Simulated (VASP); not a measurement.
NiO: atomic charges with LDA

Crystal: NiO.

```xyz
2
Lattice="0.0000 2.0859 2.0859 2.0859 0.0000 2.0859 2.0859 2.0859 0.0000" Properties=species:S:1:pos:R:3 pbc="T T T"
Ni    0.0000    0.0000    0.0000
O     2.0859    2.0859    2.0859
```

```
Program                : VASP 6.6.1
Task                   : atomic charges
Functional             : LDA
Potentials or basis    : VASP PAW LDA potentials, release 64 (Ni, O)
Cutoff                 : 520 eV
k mesh                 : 11 × 11 × 11
Occupations            : gaussian, width 0.02 eV
Spin                   : collinear spin, ferromagnetic start
Starting moments       : [1.0, 0.0] μB
Further INCAR settings : ALGO = Fast; EDIFF = 1e-06
```

```yaml
Pressure: -19.7 GPa
Band_gap_on_the_k_mesh: none (metal or under the smearing width)
Net_moment: 0.36 μB per cell
Site_moments: Ni +0.30; O +0.05 μB
Valence_electrons_inside_the_program's_atomic_spheres: Ni 9.09; O 4.90
```

Levels at points of the mesh, in eV from the Fermi level:
Spin up:
```tsv
k point	band 6	band 7	band 8	band 9	band 10	band 11
(0.00, 0.00, 0.00)	-1.91	-1.91	-1.82	-1.82	1.70	17.78
```
Spin down:
```
           k point  band 6  band 7  band 8  band 9  band 10  band 11
(0.00, 0.00, 0.00)   -1.71   -1.71   -1.43   -1.43     1.77    17.79
```

It took 20 s on 1 thread of Intel(R) Xeon(R) 6975P-C (Granite Rapids), with other jobs on the host, peak memory 0.14 GiB.

The gap isn't set beside the measured one, since this odd mesh misses points on the zone boundary.

Caveat: so large a pressure means that the cell lies far from this level's equilibrium, or that cutoff or potentials fall short; semilocal functionals often make such compounds metallic where correlation or magnetic order opens a gap, which also shifts bond lengths.
